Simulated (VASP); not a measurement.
Here is a VASP 6.6.1 calculation.

Contents of INCAR:

```
SYSTEM = NaF
ALGO     = Normal         ! electronic algorithm
EDIFF    = 1E-7           ! SCF threshold, eV
EDIFFG   = -0.005         ! ionic threshold
ENCUT    = 600            ! plane-wave cutoff, eV
IBRION   = 2              ! ionic algorithm
ISIF     = 3              ! what is computed and relaxed
ISMEAR   = 0              ! smearing method
LASPH    = .TRUE.         ! aspherical terms in the spheres
LCHARG   = .FALSE.        ! write CHGCAR
LMIXTAU  = .TRUE.       
LREAL    = .FALSE.        ! projectors in reciprocal space
LWAVE    = .FALSE.        ! write WAVECAR
METAGGA  = R2SCAN         ! meta-GGA
NELM     = 120            ! most SCF steps
NSW      = 60             ! ionic steps
PREC     = Accurate       ! precision mode
SIGMA    = 0.02           ! smearing width, eV
```

File KPOINTS:

```
k-points
0
G
  10 10 10
  0 0 0
```

File POSCAR:

```
NaF
1.0
    0.0000000000      2.3150000000      2.3150000000
    2.3150000000      0.0000000000      2.3150000000
    2.3150000000      2.3150000000      0.0000000000
Na F
1 1
Direct
    0.0000000000      0.0000000000      0.0000000000
    0.5000000000      0.5000000000      0.5000000000
```

Potentials or basis: VASP PAW PBE potentials, release 64 (Na_pv, F).

Run with:

```sh
$ cat potpaw_PBE.64/Na_pv/POTCAR potpaw_PBE.64/F/POTCAR > POTCAR
$ mpirun -np 1 vasp_std > vasp.out
```

(1) What does it give for the band gap on the k mesh?

(2) Predict the space group after relaxing (to 0.05 Å).

Results:

(1) 7.40 eV, direct.

(2) Fm-3m (No. 225).
